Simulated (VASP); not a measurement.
# Cs in VASP: settings compared, part 2 of 2

VASP 6.6.1. Earlier steps stand in the parts before.

**4. Single point, LDA, collinear spin, ferromagnetic start**

The input, INCAR:

```
ALGO = Normal
EDIFF = 1E-7
ENCUT = 400
GGA = CA
ISIF = 2
ISMEAR = 0
ISPIN = 2
ISYM = 0
LASPH = T
LCHARG = F
LORBIT = 11
LREAL = F
LWAVE = F
MAGMOM = 0.5
NBANDS = 14
NELM = 80
NUPDOWN = 1
PREC = Accurate
SIGMA = 0.01
```

The input, KPOINTS:

```
k-points
0
Gamma
  1 1 1
```

The input, POSCAR:

```
Cs                                      
1.0
   10.5000000000      0.0000000000      0.0000000000
    0.0000000000     11.0000000000      0.0000000000
    0.0000000000      0.0000000000     11.5000000000
  Cs            
     1
Selective dynamics
Direct
     0.5000000000000000    0.5045454544999970    0.5000000000000000   F   F   F
```

Potentials or basis: VASP PAW LDA potentials, release 64 (Cs_sv).

The run is started by

```console
$ cat potpaw_LDA.64/Cs_sv/POTCAR > POTCAR
$ mpirun -np 4 vasp_gam > vasp.out
```

OUTCAR:

```text
EDIFF = 1E-7
   ENCUT = 400
   GGA = CA
   ISIF = 2
   ISMEAR = 0
   ISPIN = 2
   ISYM = 0
   LASPH = T
   LORBIT = 11
   LREAL = F
   NELM = 80
   NUPDOWN = 1
   PREC = Accurate

 ion  position               nearest neighbor table
   1  0.500  0.505  0.500-

IMPORTANT INFORMATION: All symmetrisations will be switched off!
NOSYMM: (Re-)initialisation of all symmetry stuff for point group C_1.

----------------------------------------------------------------------------------------

                                     Primitive cell

  volume of cell :    1328.2500

  direct lattice vectors                    reciprocal lattice vectors
    10.500000000  0.000000000  0.000000000     0.095238095  0.000000000  0.000000000
     0.000000000 11.000000000  0.000000000     0.000000000  0.090909091  0.000000000
     0.000000000  0.000000000 11.500000000     0.000000000  0.000000000  0.086956522

  length of vectors
    10.500000000 11.000000000 11.500000000     0.095238095  0.090909091  0.086956522

  position of ions in fractional coordinates (direct lattice)
     0.500000000  0.504545454  0.500000000

  ion indices of the primitive-cell ions
   primitive index   ion index
                 1           1

----------------------------------------------------------------------------------------

 KPOINTS: k-points

Automatic generation of k-mesh.
 Grid dimensions read from file:
 generate k-points for:    1    1    1

 Generating k-lattice:

  Cartesian coordinates                     Fractional coordinates (reciprocal lattice)
     0.095238095  0.000000000  0.000000000     1.000000000  0.000000000  0.000000000
     0.000000000  0.090909091  0.000000000     0.000000000  1.000000000  0.000000000
     0.000000000  0.000000000  0.086956522     0.000000000  0.000000000  1.000000000

  Length of vectors
     0.095238095  0.090909091  0.086956522

  Shift w.r.t. Gamma in fractional coordinates (k-lattice)
     0.000000000  0.000000000  0.000000000

 Subroutine IBZKPT returns following result:
 ===========================================

 Found      1 irreducible k-points:

 Following reciprocal coordinates:
            Coordinates               Weight
  0.000000  0.000000  0.000000      1.000000
   k-points           NKPTS =      1   k-points in BZ     NKDIM =      1   number of bands    NBANDS=     16
   number of dos      NEDOS =    301   number of ions     NIONS =      1
   total plane-waves  NPLWV = 403200
   dimension x,y,z NGX =    70 NGY =   72 NGZ =   80
   dimension x,y,z NGXF=   140 NGYF=  144 NGZF=  160
   ions per type =               1
   NGX,Y,Z   is equivalent  to a cutoff of  11.08, 10.88, 11.56 a.u.
   NGXF,Y,Z  is equivalent  to a cutoff of  22.17, 21.76, 23.13 a.u.
 SYSTEM =  unknown system
   PREC   = accura    normal or accurate (medium, high low for compatibility)
   ISTART =      0    job   : 0-new  1-cont  2-samecut
   ICHARG =      2    charge: 1-file 2-atom 10-const
   ISPIN  =      2    spin polarized calculation?
   LNONCOLLINEAR =      F non collinear calculations
   LSORBIT =      F    spin-orbit coupling
   LASPH  =      T    aspherical Exc in radial PAW
   ENCUT  =  400.0 eV  29.40 Ry    5.42 a.u.  17.12 17.94 18.75*2*pi/ulx,y,z
   NELM   =     80;   NELMIN=  2; NELMDL= -5     # of ELM steps
   EDIFF  = 0.1E-06   stopping-criterion for ELM
   LREAL  =      F    real-space projection
   EDIFFG = 0.1E-05   stopping-criterion for IOM
   NSW    =      0    number of steps for IOM
   IBRION =     -1    ionic relax: 0-MD 1-quasi-New 2-CG
   NFREE  =      0    steps in history (QN), initial steepest desc. (CG)
   ISIF   =      2    stress and relaxation
   ISYM   =      0    0-nonsym 1-usesym 2-fastsym
   POTIM  = 0.5000    time-step for ionic-motion
   TEBEG  =    0.0;   TEEND  =   0.0 temperature during run
   PSTRESS=    0.0 pullay stress
   NELECT =       9.0000    total number of electrons
   NUPDOWN=       1.0000    fix difference up-down
   EMIN   =  10.00;   EMAX   =-10.00  energy-range for DOS
   EFERMI =   0.00;   METHOD = LEGACY
   ISMEAR =     0;   SIGMA  =   0.01  broadening in eV -4-tet -1-fermi 0-gaus
   EFERMI_NEDOS =   21; number of points for ismear=-14 and -15
   IALGO  =     38    algorithm
   IMIX   =      4    mixing-type and parameters
     AMIX     =   0.40;   BMIX     =  1.00
     AMIX_MAG =   1.60;   BMIX_MAG =  1.00
  volume/ion in A,a.u.               =    1328.25      8963.47
  Fermi-wavevector in a.u.,A,eV,Ry     =   0.309786  0.585411  1.305719  0.095968
  Thomas-Fermi vector in A             =   1.186821
   LORBIT       =     11    0 simple, 1 ext, 2 COOP (PROOUT), +10 PAW based schemes
   GGA     = CA    functional components
   LHFCALC =     F    Hartree Fock is set to
   AEXX    =    0.0000 exact exchange contribution
   IVDW    =     0    specifies the selected vdW correction
   LEPSILON=     F    determine dielectric tensor
   LRPA    =     F    only Hartree local field effects (RPA)
 spin polarized calculation
 Gauss-broadening in eV      SIGMA  =   0.01
  energy-cutoff  :      400.00
  volume of cell :     1328.25
 maximum number of plane-waves:     12033
 NGX is ok and might be reduce to    70
   NGX = 35   NGY = 35   NGZ = 37

 number of electron       9.0000000 magnetization       1.0000039

 Free energy of the ion-electron system (eV)
  ---------------------------------------------------
  ext. energy  EPLUGINS =         0.00000000
  ---------------------------------------------------
  free energy    TOTEN  =        -0.17774083 eV

  energy without entropy =       -0.17774083  energy(sigma->0) =       -0.17774083

 E-fermi : -13.3301     XC(G=0):  -1.4789

 val. band max:       -2.2140680449   @ k =   0.0000   0.0000   0.0000
 cond. band min:      -1.7392286351   @ k =   0.0000   0.0000   0.0000
 fundamental gap:      0.4748394098
 Fermi energy:        -2.1602493719

 spin component 1

 k-point     1 :       0.0000    0.0000    0.0000
  band No.  band energies     occupation
      1     -26.6488      1.00000
      2     -13.4414      1.00000
      3     -13.4395      1.00000
      4     -13.4368      1.00000
      5      -2.2141      1.00000
      6      -0.5514      0.00000
[... 8 lines left out ...]
     15       0.7935      0.00000
     16       0.9103      0.00000
 Fermi energy:       -13.3301177669

 spin component 2

 k-point     1 :       0.0000    0.0000    0.0000
  band No.  band energies     occupation
      1     -26.6201      1.00000
      2     -13.3828      1.00000
      3     -13.3804      1.00000
      4     -13.3770      1.00000
      5      -1.7392      0.00000
      6      -0.1630      0.00000
[... 8 lines left out ...]
     15       0.9926      0.00000
     16       1.1081      0.00000

------------------------ aborting loop because EDIFF is reached ----------------------------------------

  FORCE on cell =-STRESS in cart. coord.  units (eV):
  Direction    XX          YY          ZZ          XY          YZ          ZX
  --------------------------------------------------------------------------------------
  -------------------------------------------------------------------------------------
  Total       -0.2624445     -0.1911995     -0.1377171     -0.0000000      0.0000000      0.0000000
  in kB       -0.3165688     -0.2306309     -0.1661188     -0.0000000      0.0000000      0.0000000
  external PRESSURE =      -0.2377728 kB  Pullay stress =       0.0000000 kB

 VOLUME and BASIS-vectors are now :
 -----------------------------------------------------------------------------
  energy-cutoff  :      400.00
  volume of cell :     1328.25
      direct lattice vectors                 reciprocal lattice vectors
    10.500000000  0.000000000  0.000000000     0.095238095  0.000000000  0.000000000
     0.000000000 11.000000000  0.000000000     0.000000000  0.090909091  0.000000000
     0.000000000  0.000000000 11.500000000     0.000000000  0.000000000  0.086956522

 POSITION                                       TOTAL-FORCE (eV/Angst)
 -----------------------------------------------------------------------------------
      5.25000      5.55000      5.75000        -0.000000      0.000288     -0.000000
 -----------------------------------------------------------------------------------
    total drift:                               -0.000000      0.000288     -0.000000

  FREE ENERGIE OF THE ION-ELECTRON SYSTEM (eV)
  ---------------------------------------------------
  free  energy   TOTEN  =        -0.1777408327 eV

  energy  without entropy=       -0.1777408327  energy(sigma->0) =       -0.17774083

 total charge

# of ion       s       p       d       tot
------------------------------------------
    1        1.865   4.664   0.000   6.529

 magnetization (x)

# of ion       s       p       d       tot
------------------------------------------
    1        0.038  -0.013   0.000   0.025
```

stdout:

```text
POSCAR found type information on POSCAR Cs
 POSCAR found :  1 types and       1 ions
 scaLAPACK will be used
 LDA part: xc-table for (Slater(with rela. corr.)+CA(PZ))
 , standard interpolation
 -----------------------------------------------------------------------------
|                                                                             |
|           W    W    AA    RRRRR   N    N  II  N    N   GGGG   !!!           |
|           W    W   A  A   R    R  NN   N  II  NN   N  G    G  !!!           |
|           W    W  A    A  R    R  N N  N  II  N N  N  G       !!!           |
|           W WW W  AAAAAA  RRRRR   N  N N  II  N  N N  G  GGG   !            |
|           WW  WW  A    A  R   R   N   NN  II  N   NN  G    G                |
|           W    W  A    A  R    R  N    N  II  N    N   GGGG   !!!           |
|                                                                             |
|     The number of bands has been changed from the values supplied in        |
|     The orbitals not found in the WAVECAR file will be initialized with     |
|     random numbers, which is usually adequate. For correlated               |
|     calculations, however, you should redo the groundstate calculation.     |
|     I found NBANDS = 14. Now, NBANDS = 16.                                  |
|                                                                             |
 -----------------------------------------------------------------------------

 POSCAR, INCAR and KPOINTS ok, starting setup
 FFT: planning ... GRIDC
 FFT: planning ... GRID_SOFT
 FFT: planning ... GRID
 WAVECAR not read
 entering main loop
```

Wall time 21 s (4 MPI ranks of Intel Xeon 6975P-C (Granite Rapids), shared host); peak memory 0.27 GiB.

What came out:

```
Free energy                                           : -0.1777 eV
Net moment                                            : 1.00 μB per cell
Site moments                                          : Cs +0.03 μB
Valence electrons inside the program's atomic spheres : Cs 6.53
```

Caveat: the total moment is fixed, so each spin has its own Fermi level.

**5. Single point, PBEsol, collinear spin, ferromagnetic start**

Changes to INCAR since step 4:

```diff
@@ -3,3 +3,3 @@
 ENCUT = 400
-GGA = CA
+GGA = PS
 ISIF = 2
```

KPOINTS is that of step 4.

POSCAR is that of step 4.

Potentials or basis: VASP PAW PBE potentials, release 64 (Cs_sv).

The run is started by

```console
$ cat potpaw_PBE.64/Cs_sv/POTCAR > POTCAR
$ mpirun -np 4 vasp_gam > vasp.out
```

It took 40 s on 4 MPI ranks of Intel Xeon 6975P-C (Granite Rapids), shared host; peak memory 0.37 GiB.

It converged, with:

* Free energy: -0.2260 eV
* Net moment: 1.00 μB per cell
* Valence electrons inside the program's atomic spheres: Cs 6.55

Caveat: the PAW data sets were made with another functional, which shifts forces and pressure a little; the total moment is fixed, so each spin has its own Fermi level. Spin-orbit coupling is left out, which matters for the levels of Cs.

**6. Overview**

| level | potentials or basis | moment (μB) |
| --- | --- | --- |
| optB86b-vdW | VASP PAW PBE potentials, release 64 (Cs_sv) | 1.00 |
| rev-vdW-DF2 | VASP PAW PBE potentials, release 64 (Cs_sv) | 1.00 |
| LDA | VASP PAW LDA potentials, release 64 (Cs_sv) | 1.00 |
| PBEsol | VASP PAW PBE potentials, release 64 (Cs_sv) | 1.00 |

Alike in all rows: task single point; spin collinear, ferromagnetic start; fixed moment (μB) 1; cell as given; k mesh 1 × 1 × 1; cutoff (eV) 400; smearing gaussian 0.01 eV.

Caveats: the total moment is fixed, so each spin has its own Fermi level; the PAW data sets were made with another functional, which shifts forces and pressure a little (some runs).

Total energies depend on the potentials used, so only differences within one code and one set of settings carry meaning.
